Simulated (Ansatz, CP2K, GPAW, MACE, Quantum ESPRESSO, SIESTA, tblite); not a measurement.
**Generalised stacking fault on (110) of a KCl-RbCl solid solution (80 atoms) in tblite**

Wanted: tblite inputs and outputs for generalised stacking fault on (110) of a KCl-RbCl solid solution (80 atoms), checked against a plane-wave reference.

Main program and level: tblite 0.8.0; the method is named at each step.

### 1. The starting structure

The cell holds 80 atoms: 13 Rb, 40 Cl and 27 K. Cell: a = 7.339 Å, b = 10.379 Å, c = 26.265 Å, α = 90.0°, β = 82.6°, γ = 90.0°. CsCl-type KCl lattice (a = 3.6697 Å, the value set for the mixture), cell with z along [110], 2 x 2 x 5 periods; the third cell vector is tilted by 0.917 of [001] and lengthened by 0.1 Å, so the cell holds one fault; displaced by a Gaussian of 0.01 Å; 13 of 40 K sites given to Rb at random (lattice constant by Vegard's rule between KCl and RbCl). Then every atom was moved at random, 0.02 Å r.m.s. a Cartesian component. The structure's axis is c.

The yardstick, on the same geometry:

* method: Kohn-Sham DFT, PBE, PAW, plane waves (Ansatz 0.2.0); cutoff 420 eV, Γ point, fermi-dirac smearing of 0.05 eV; PAW set soft_2
* r.m.s. force component: 0.1115 eV/Å
* longest force: 0.3849 eV/Å
* pressure: 5.484 GPa
* gap (highest filled to lowest empty level): 5.532 eV
* SCF cycles: 7
* time: 13 s on 8 threads of Arm Neoverse V2, shared host
* CPU time: 90 s

### 2. GFN1-xTB

Method: GFN1-xTB tight binding, diagonalisation.

Input file run.py:

```python
import numpy as np
from ase.io import read
from tblite.ase import TBLite

atoms = read("structure.xyz")
atoms.calc = TBLite(method="GFN1-xTB", electronic_temperature=580, accuracy=1.0, max_iterations=250, mixer_damping=0.1, verbosity=1)
energy = atoms.get_potential_energy()
forces = atoms.get_forces()
print(f"energy {energy:.6f} eV")
print("forces (eV/A)")
for i, (a, f) in enumerate(zip(atoms, forces)):
    print(f"{i:4d} {a.symbol:2s} {f[0]:10.5f} {f[1]:10.5f} {f[2]:10.5f}")
stress = -atoms.get_stress(voigt=False) * 160.21766
print("stress (GPa, compression positive)")
for row in stress:
    print(" ".join(f"{x:10.4f}" for x in row))
print("charges (e)")
print(np.array2string(atoms.get_charges(), precision=4, suppress_small=True, max_line_width=110, threshold=100000))
```

Input file structure.xyz:

```xyz
80
Lattice="7.33940 0.00000 0.00000 0.00000 10.37948 0.00000 3.36387 0.00000 26.04870" Properties=species:S:1:pos:R:3 pbc="T T T"
Rb 7.32250 0.02543 25.91611
Cl 1.84301 10.36910 2.59341
K 3.67618 0.00270 25.96587
Cl 5.52785 10.36381 2.62597
K 7.31918 5.18860 25.90856
Cl 1.85726 5.19991 2.57934
K 3.67137 5.19275 25.90074
Cl 5.54156 5.16109 2.60200
K 7.34536 2.61822 2.55876
Cl 1.85132 2.56913 5.15452
Rb 3.67303 2.60297 2.57596
Cl 5.51974 2.59964 5.14514
K 7.33627 0.03052 5.17093
Cl 1.83114 10.37906 7.76720
Rb 3.66154 0.01837 5.16442
Cl 5.51134 10.35665 7.78544
K 7.34883 7.75866 2.61633
Cl 1.80887 7.77537 5.19125
K 3.67336 7.77672 2.60747
Cl 5.55561 7.80246 5.17510
K 7.36779 5.20707 5.18317
Cl 1.83557 5.17801 7.78101
K 3.65628 5.16244 5.16233
Cl 5.52199 5.19701 7.80706
K 7.31497 2.59767 7.78465
Cl 1.84020 2.59622 10.35566
K 3.64340 2.59383 7.82868
Cl 5.49852 2.60681 10.35957
Rb 7.30121 10.35799 10.33274
Cl 1.85739 0.06944 12.96444
Rb 3.61205 10.37844 10.38952
Cl 5.49713 0.00602 12.95923
K 7.34169 7.77485 7.73464
Cl 1.81436 7.79374 10.36582
Rb 3.66954 7.80319 7.77476
Cl 5.53467 7.79333 10.38379
K 7.32436 5.21486 10.33300
Cl 1.79569 5.20510 12.97824
K 3.65751 5.16275 10.34941
Cl 5.47933 5.16587 12.94073
Rb 7.32346 2.57619 12.94438
Cl 9.12612 2.56114 15.55785
K 3.68955 2.59871 12.95610
Cl 5.51324 2.59975 15.56592
K 7.35111 10.34004 15.55290
Cl 9.18016 10.36370 18.17861
K 3.71848 0.03103 15.57400
Cl 5.51529 10.37035 18.10463
K 7.37310 7.80392 12.97017
Cl 9.18468 7.78274 15.57764
K 3.68727 7.76530 12.98163
Cl 5.51430 7.77413 15.57009
K 7.32382 5.16317 15.58884
Cl 9.17831 5.20168 18.17053
Rb 3.65561 5.18683 15.55316
Cl 5.51036 5.19036 18.15568
[... 20 atom lines left out ...]
K 7.34904 7.77361 23.32765
Cl 9.17374 7.80900 25.96456
Rb 3.70907 7.77984 23.33338
Cl 5.51391 7.81077 25.93930
```

Command:

```sh
> OMP_NUM_THREADS=1 python run.py > output.txt
```

What it wrote:

```text
------------------------------------------------------------
  cycle        total energy    energy error   density error
------------------------------------------------------------
      1     -190.0548956025  -1.9001752E+02   6.0178928E-01
      2     -190.0587079724  -3.8123699E-03   5.4198421E-01
      3     -180.0536593317   1.0005049E+01   1.5773156E-01
      4     -188.6940530676  -8.6403937E+00   9.5523571E-02
      5     -188.7899002432  -9.5847176E-02   1.1746015E-01
      6     -190.1028655124  -1.3129653E+00   1.7222433E-02
      7     -190.2297173565  -1.2685184E-01   9.6574873E-03
      8     -190.2084031321   2.1314224E-02   9.5351194E-03
      9     -190.2445191155  -3.6115983E-02   3.1968039E-03
     10     -190.2458704361  -1.3513206E-03   2.0552942E-03
     11     -190.2459123861  -4.1949937E-05   3.2832860E-04
     12     -190.2459089212   3.4649105E-06   2.3093663E-04
     13     -190.2459177878  -8.8666287E-06   5.7550423E-05
     14     -190.2459186995  -9.1165649E-07   1.7812486E-05
------------------------------------------------------------
 total:                                   3.188 sec
energy -5176.855133 eV
forces (eV/A)
   0 Rb    0.14579   -0.45756    0.03336
   1 Cl   -0.17753   -0.04927   -0.14394
   2 K    -0.13750    0.12504    0.28992
   3 Cl    0.23827   -0.02346   -0.14855
   4 K     0.05448    0.16290    0.02003
   5 Cl   -0.04635    0.06650   -0.08500
   6 K    -0.06461   -0.15795    0.33666
   7 Cl    0.08101    0.11764   -0.10499
   8 K     0.03247   -0.05271   -0.07004
   9 Cl   -0.20296    0.11349    0.11222
  10 Rb    0.02003    0.71818   -0.43358
  11 Cl    0.15880    0.06379    0.14702
  12 K    -0.00979   -0.02607    0.04753
  13 Cl   -0.15211    0.07681   -0.05557
  14 Rb    0.04073   -0.06459    0.16440
  15 Cl    0.10456    0.11695   -0.08292
  16 K     0.02393    0.11245   -0.17721
  17 Cl   -0.06308   -0.04233   -0.08256
  18 K     0.05461   -0.20583   -0.23796
  19 Cl    0.04208   -0.09091   -0.05683
  20 K    -0.07775   -0.10289    0.01839
  21 Cl   -0.06408   -0.05904   -0.01952
  22 K     0.09658    0.08348    0.15372
  23 Cl    0.03516   -0.07007   -0.06404
[...]
72 K     0.10589    0.16198   -0.17296
  73 Cl    0.04785    0.01627   -0.01105
  74 K    -0.07061   -0.14443    0.10195
  75 Cl   -0.17425    0.05742   -0.04396
  76 K     0.12330    0.01930    0.02337
  77 Cl   -0.02904   -0.09201    0.09212
  78 Rb   -0.14434    0.63272    0.54375
  79 Cl   -0.04753   -0.09278    0.12999
stress (GPa, compression positive)
    2.0743    -0.0130     0.0698
   -0.0130     0.9679     0.1445
    0.0698     0.1445     0.2123
charges (e)
[ 0.7674 -0.6713  0.6437 -0.6685  0.648  -0.6923  0.6464 -0.6925  0.6412 -0.6822  0.7801 -0.6823  0.6387
 -0.6635  0.7716 -0.663   0.6378 -0.683   0.6535 -0.6829  0.6429 -0.6972  0.6585 -0.6968  0.6373 -0.6789
  0.6454 -0.6783  0.7618 -0.6815  0.7625 -0.6808  0.6398 -0.6772  0.7679 -0.6781  0.6511 -0.692   0.6508
 -0.6919  0.7576 -0.6826  0.6457 -0.6828  0.651  -0.6951  0.6352 -0.6947  0.6387 -0.6945  0.6458 -0.6946
  0.6504 -0.6596  0.7513 -0.6602  0.7473 -0.6845  0.6438 -0.6838  0.6476 -0.6888  0.64   -0.6883  0.7474
 -0.6718  0.6472 -0.67    0.7582 -0.6802  0.7521 -0.6799  0.6433 -0.6863  0.6384 -0.6826  0.6423 -0.6854
  0.7548 -0.6846]
```

Wall time 3.7 s (1 thread of Arm Neoverse V2, shared host); peak memory 0.14 GiB.

Banners, paths, timers and routine set-up lines are dropped from the logs unmarked, and long logs keep their key lines alone; longer cuts are marked.

Numbers from this run, and their distance from the reference:

- r.m.s. force component: 0.1996 eV/Å
- r.m.s. difference of force components: 177.5 meV/Å
- longest difference of force vectors: 1062 meV/Å
- force difference over r.m.s. force: 159.1 %
- slope of forces against the reference's: 0.8356
- correlation of force components: 0.4668
- pressure: 1.085 GPa
- pressure difference: -4.399 GPa

Length of the force difference by element (eV/Å):

```csv
element,atoms,mean,most
Cl,40,0.098,0.17
K,27,0.18,0.31
Rb,13,0.63,1.1
```

The surroundings of Rb69, which bears the longest force, nearest first, numbered as they follow in the input and with coordinates relative to it.

```csv
atom,x,y,z,distance (Å),bonds,Mulliken charge (e),Fx,Fy,Fz (eV/Å)
Rb69,0.00,0.00,0.00,0.00,8,0.76,0.353,-0.318,1.055
Cl56,-1.82,-0.01,-2.59,3.16,8,-0.66,-0.087,-0.023,-0.066
Cl68,-1.83,2.57,-0.02,3.16,8,-0.67,-0.032,0.165,0.036
Cl60,-1.82,-2.59,0.01,3.17,8,-0.68,-0.109,-0.139,0.049
Cl66,1.80,2.61,-0.03,3.17,8,-0.67,0.112,0.076,0.088
Cl54,1.85,0.01,-2.57,3.17,8,-0.66,0.095,-0.053,-0.068
Cl72,-1.79,0.02,2.62,3.17,8,-0.68,0.049,-0.097,0.094
Cl58,1.83,-2.61,0.05,3.19,8,-0.68,0.119,-0.091,0.016
Cl70,1.88,0.02,2.59,3.20,8,-0.68,-0.097,-0.079,0.123
```

Atoms are counted from 1 here, from 0 in the log.

Forces lie 159 % from the reference's, at 0.041 times its CPU time (on 1 against 8 cores).

The difference per atom is largest on Rb (0.63 eV/Å on average, against 0.18 on K).

### 3. IPEA1-xTB

Method: IPEA1-xTB tight binding, diagonalisation.

run.py: that of step 2 with these lines changed.

```diff
@@ -5,3 +5,3 @@
 atoms = read("structure.xyz")
-atoms.calc = TBLite(method="GFN1-xTB", electronic_temperature=580, accuracy=1.0, max_iterations=250, mixer_damping=0.1, verbosity=1)
+atoms.calc = TBLite(method="IPEA1-xTB", electronic_temperature=580, accuracy=1.0, max_iterations=250, mixer_damping=0.1, verbosity=1)
 energy = atoms.get_potential_energy()
```

structure.xyz is that of step 2.

What it wrote:

```text
------------------------------------------------------------
  cycle        total energy    energy error   density error
------------------------------------------------------------
      1     -195.8308801185  -1.9579350E+02   6.1064672E-01
      2     -196.0929317485  -2.6205163E-01   5.4860516E-01
      3     -195.7404182298   3.5251352E-01   1.5060481E-01
      4     -196.0360924880  -2.9567426E-01   1.2669515E-01
      5     -196.5682248924  -5.3213240E-01   1.2162551E-02
      6     -196.5705796177  -2.3547253E-03   6.9348075E-03
      7     -196.5706135930  -3.3975303E-05   4.9874555E-03
      8     -196.5707638287  -1.5023569E-04   4.3284037E-03
      9     -196.5711521898  -3.8836118E-04   2.0215150E-03
     10     -196.5712160382  -6.3848371E-05   1.1238812E-03
     11     -196.5712250085  -8.9703280E-06   4.9251966E-04
     12     -196.5712268062  -1.7976987E-06   3.7950150E-04
     13     -196.5712285323  -1.7260712E-06   9.9961961E-05
     14     -196.5712288193  -2.8702928E-07   1.8742581E-05
------------------------------------------------------------
 total:                                   3.075 sec
energy -5348.975589 eV
forces (eV/A)
   0 Rb   -0.16404   -0.52278    0.20188
   1 Cl   -0.76174   -0.10473   -0.18568
   2 K     0.04808    0.11447    0.34911
   3 Cl    0.67351   -0.03437   -0.25164
   4 K    -0.14626   -0.04342    0.18039
   5 Cl   -0.38670    0.28806   -0.15971
   6 K     0.11863   -0.18743    0.42047
   7 Cl    0.44233    0.22335   -0.18294
   8 K     0.25840   -0.02539   -0.12974
   9 Cl   -0.47630    0.15192    0.17982
  10 Rb   -0.23946    0.95205   -0.49009
  11 Cl    0.43084    0.02250    0.27543
  12 K     0.13766   -0.05610    0.04786
  13 Cl   -0.59703    0.09731   -0.11133
  14 Rb   -0.25579   -0.14420    0.02865
  15 Cl    0.45729    0.08914   -0.14418
  16 K     0.22621    0.09327   -0.29985
  17 Cl   -0.61370    0.01953   -0.14194
  18 K    -0.03664   -0.23885   -0.29469
  19 Cl    0.51846   -0.16620   -0.09945
  20 K     0.15208   -0.19172    0.00694
  21 Cl   -0.45864   -0.04983   -0.02070
  22 K    -0.00354    0.04192    0.11149
  23 Cl    0.41141   -0.03474   -0.10158
[...]
72 K    -0.06866    0.22373   -0.09271
  73 Cl    0.50868    0.08298   -0.06988
  74 K     0.09984   -0.02462    0.11462
  75 Cl   -0.50268   -0.07676   -0.03217
  76 K    -0.05005    0.13089    0.09859
  77 Cl    0.02978   -0.30855    0.19461
  78 Rb    0.54260    0.62255    0.60015
  79 Cl   -0.03750   -0.20180    0.23950
stress (GPa, compression positive)
    4.5442    -0.0359    -0.5909
   -0.0359     1.1152     0.3270
   -0.5909     0.3270     0.8555
charges (e)
[ 0.7428 -0.4552  0.297  -0.4565  0.4354 -0.4591  0.3551 -0.4627  0.2807 -0.4543  0.769  -0.4542  0.2671
 -0.4547  0.7637 -0.4537  0.3326 -0.4559  0.4728 -0.4563  0.3146 -0.4586  0.4543 -0.4586  0.3246 -0.4579
  0.4218 -0.4576  0.6233 -0.4579  0.6719 -0.4565  0.2627 -0.4559  0.7264 -0.4603  0.3343 -0.4561  0.3976
 -0.4578  0.6632 -0.4535  0.3324 -0.4526  0.3998 -0.4597  0.3326 -0.4568  0.3462 -0.4514  0.393  -0.4529
  0.3411 -0.4539  0.6375 -0.456   0.6672 -0.4607  0.2856 -0.4564  0.4028 -0.4621  0.2988 -0.4574  0.6552
 -0.4638  0.2976 -0.4564  0.6542 -0.4621  0.5963 -0.4585  0.4348 -0.4558  0.3007 -0.4548  0.359  -0.458
  0.6349 -0.4582]
```

The job ended after 3.5 s (1 thread; peak memory 0.14 GiB).

Against the reference:

```
r.m.s. force component                  : 0.2704 eV/Å
r.m.s. difference of force components   : 245.9 meV/Å
longest difference of force vectors     : 1134 meV/Å
force difference over r.m.s. force      : 220.5 %
slope of forces against the reference's : 1.01
correlation of force components         : 0.4163
pressure                                : 2.172 GPa
pressure difference                     : -3.312 GPa
```

Against the first run (159 %), the force difference from the reference is 220 %, at 0.97 times the CPU time.

### 4. Side by side

Differences are against the plane-wave reference, forces as r.m.s. over components; share is that over the reference's r.m.s. force, slope the least-squares factor from reference forces to these. Total energies of different programs have different zeros and aren't compared.

```csv
run,"Δ force, r.m.s. (meV/Å)",share (%),slope,Δ pressure (GPa),cores,CPU time,memory (GiB)
reference,-,-,-,-,8,90 s,2.4
tblite GFN1-xTB,177,159,0.836,-4.40,1,3.7 s,0.14
tblite IPEA1-xTB,246,220,1.010,-3.31,1,3.5 s,0.14
```

CPU time is summed over cores on a shared host, where runs went side by side, so it is rough. Symmetry, cutoffs, thresholds, outputs and thread counts weren't matched or tuned between programs; memory under MPI is the largest rank's times the ranks.

Mean charges by element (e), by run and scheme:

```csv
run,scheme,Rb,Cl,K
reference,Löwdin,+0.82,-0.72,+0.77
tblite GFN1-xTB,Mulliken,+0.76,-0.68,+0.64
tblite IPEA1-xTB,Mulliken,+0.68,-0.46,+0.35
```

The reference's Löwdin charges lack the electrons that the projection spills, 0.034 e an atom on average.

### 5. What came out

* nearest in forces: tblite GFN1-xTB, 159 %
* its CPU time: 3.7 s

In words: Tight binding differs by 159 % (tblite GFN1-xTB) to 220 % (tblite IPEA1-xTB); it is another model, with fitted parameters of its own, and the xTB methods hold dispersion. IPEA1-xTB was fitted to ionisation energies and electron affinities, not to forces or charges. Of the electronic-structure runs that take under half the reference's CPU time, tblite GFN1-xTB comes nearest, at 159 % in 3.7 s against 90 s, too far off to be of use; its pressure misses by -4.4 GPa. Charges hang on model, scheme and program or settings: among these rows the mean for K runs from +0.35 to +0.77 e. Periodic xTB results under one method name differ between programs and library versions. The host structure and its lattice constant were typed by rule, without a check against the phase diagram. The reference's pressure of 5.5 GPa says that the cell would expand at this level of theory. The electronic-structure runs sample only Γ, in a cell whose shortest periodic width is 7 Å.

[Also dropped from logs without a mark: logging warnings of Python, and SIESTA's first energy breakdown and zero terms.]

[Logs are printed without paths, hosts, clocks, repeated set-up lines and the standing remarks that a program may print on its own settings, such as how far it seeks lower states.]

[Hosts, paths, dates, database ids (printed as entryN), source tags and the programs' standing remarks are cut or masked in the printed files.]
